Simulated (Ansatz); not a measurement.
Molecular dynamics on a 2×2×2 supercell (16 atoms) of PbS (rocksalt), relaxed with r2SCAN. Forces come from PBEsol in the plane-wave code Ansatz: a Langevin thermostat at fixed volume, 1300 K, steps of 1.5 fs. Classical nuclei, no spin polarisation; a few dozen steps show the first response, not equilibrium.

```yaml
crystal:
  lattice:
    - [0.0, 5.9744654327, 5.9744654327]
    - [5.9744654327, 0.0, 5.9744654327]
    - [5.9744654327, 5.9744654327, 0.0]
  atoms:
    - { symbol: Pb, position: [0.0, 0.0, 0.0] }
    - { symbol: S, position: [0.25, 0.25, 0.25] }
    - { symbol: Pb, position: [0.0, 0.0, 0.5] }
    - { symbol: S, position: [0.25, 0.25, 0.75] }
    - { symbol: Pb, position: [0.0, 0.5, 0.0] }
    - { symbol: S, position: [0.25, 0.75, 0.25] }
    - { symbol: Pb, position: [0.0, 0.5, 0.5] }
    - { symbol: S, position: [0.25, 0.75, 0.75] }
    - { symbol: Pb, position: [0.5, 0.0, 0.0] }
    - { symbol: S, position: [0.75, 0.25, 0.25] }
    - { symbol: Pb, position: [0.5, 0.0, 0.5] }
    - { symbol: S, position: [0.75, 0.25, 0.75] }
    - { symbol: Pb, position: [0.5, 0.5, 0.0] }
    - { symbol: S, position: [0.75, 0.75, 0.25] }
    - { symbol: Pb, position: [0.5, 0.5, 0.5] }
    - { symbol: S, position: [0.75, 0.75, 0.75] }
kpoints:
  mp_grid: { grid: [2, 2, 2] }
hamiltonian:
  xc: pbesol
scf:
  occupations: { method: fermi_dirac, width: 0.112 }
md:
  ensemble: nvt_langevin
  temperature: 1300
  timestep: 1.5
  n_steps: 30
  initial_velocities: maxwell_boltzmann
  seed: 3257
```

Command: `ansatz run input.yaml --threads 4 --pin off --max-ram 3686MiB --backend cpu --events-out ev --progress --plain --runs-dir out`. Wall time 2.5 min on 4 threads of Arm Neoverse V1 (shared host), load about 1.0 per core; peak host memory 1.5 GiB.

```
step  t (fs)  T (K)  free energy F from step 0 (meV/atom)  kinetic energy (meV/atom)  largest force (eV/Å)
   0       0   1219                                   0.0                      157.5                  0.00
   1     1.5   1235                                   0.2                      159.6                  0.10
   2       3   1290                                   0.9                      166.7                  0.19
   3     4.5   1164                                   2.0                      150.4                  0.28
   4       6   1128                                   3.5                      145.8                  0.38
   5     7.5   1161                                   5.4                      150.1                  0.47
   6       9   1107                                   7.6                      143.1                  0.56
   7    10.5   1157                                  10.1                      149.6                  0.65
   8      12   1113                                  13.0                      143.9                  0.73
   9    13.5   1108                                  16.2                      143.3                  0.81
  10      15   1158                                  19.7                      149.7                  0.89
  11    16.5   1090                                  23.4                      140.8                  0.96
  12      18   1107                                  27.3                      143.1                  1.03
  13    19.5   1041                                  31.2                      134.5                  1.09
  14      21    924                                  35.0                      119.5                  1.15
  15    22.5    857                                  38.4                      110.7                  1.19
  16      24    851                                  41.7                      110.0                  1.24
  17    25.5    810                                  45.0                      104.6                  1.28
  18      27    783                                  48.0                      101.2                  1.31
  19    28.5    711                                  50.8                       91.9                  1.34
  20      30    687                                  53.3                       88.8                  1.37
  21    31.5    766                                  55.3                       99.0                  1.38
  22      33    745                                  57.3                       96.3                  1.39
  23    34.5    767                                  59.2                       99.1                  1.40
  24      36    759                                  61.0                       98.1                  1.41
  25    37.5    785                                  62.6                      101.4                  1.42
  26      39    774                                  64.0                      100.0                  1.41
  27    40.5    737                                  65.4                       95.3                  1.39
  28      42    726                                  66.8                       93.8                  1.38
  29    43.5    840                                  68.1                      108.6                  1.36
  30      45    880                                  69.4                      113.8                  1.34
```

The temperature starts at 1219 K, is lowest at step 20 (687 K, 30 fs) and ends at 880 K. The thermostat hasn't had time to restore it. The atoms start on their lattice sites with kinetic energy alone, so much of it first passes into potential energy. By the last step the atoms have moved 0.24 Å in the root mean square, the drift of the whole cell taken out, 0.39 Å at most.

Positions (Å) and forces (eV/Å) at step 30:
```
Pb   0.020   0.129  -0.063    -0.151  -0.535   0.169
S    3.018   3.071   3.010    -0.384  -0.426  -0.387
Pb   3.006   2.973   0.113     0.052   0.162  -0.147
S    6.323   5.751   3.092    -0.383   0.526  -0.265
Pb   3.106  -0.011   2.981    -0.478  -0.168  -0.017
S    6.147   3.074   6.177     0.355  -0.366  -0.401
Pb   5.932   2.962   2.915     0.356   0.148  -0.139
S    8.836   6.114   6.263     0.043  -0.725  -1.122
Pb  -0.051   2.997   2.883     0.141  -0.100   0.750
S    2.701   5.809   6.000     0.732   0.760   0.465
Pb   3.064   5.986   2.912     0.173   0.127   0.532
S    6.376   8.947   6.151    -1.055   0.074  -0.285
Pb   3.116   2.983   5.974    -0.311  -0.120   0.042
S    6.238   5.905   8.782    -0.279  -0.254   0.883
Pb   5.817   5.889   6.072     0.406   0.603  -0.640
S    8.784   8.911   8.831     0.783   0.294   0.562
```
